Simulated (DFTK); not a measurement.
The system is ZrS2.

```
Zr S
1.0
     3.69138    0.00000    0.00000
    -1.84569    3.19683    0.00000
     0.00000    0.00000    6.04108
Zr S
1 2
Cartesian
  0.0000 0.0000 0.0000
  0.0000 2.1312 1.4372
  1.8457 1.0656 4.6038
```

The cell is a database's computed one.

Base run:

* Program: DFTK 0.8.2
* Functional: BLYP
* Potentials or basis: SG15 1.2 (PBE)
* Cutoff: 1225 eV
* k mesh: 6 × 6 × 4
* Occupations: fermi-dirac, width 0.05 eV
* Spin: no spin polarisation

Its results: band gap on the k mesh 1.12 eV, indirect (least direct gap 1.63 eV); pressure 4.1 GPa; largest force 0.255 eV/Å.

After a change of settings the same cell gave: band gap on the k mesh 1.13 eV, indirect (least direct gap 1.68 eV); pressure 2.4 GPa; largest force 0.091 eV/Å. Which change was it?
A. functional from BLYP to RPBE
B. functional from BLYP to r2SCAN
C. functional from BLYP to WC
D. functional from BLYP to PBEsol

A.

Caveats: the potentials were made for another functional, which shifts forces and pressure; this functional lacks dispersion, which binds the layers, so the pressure and a relaxed spacing across them are unreliable.
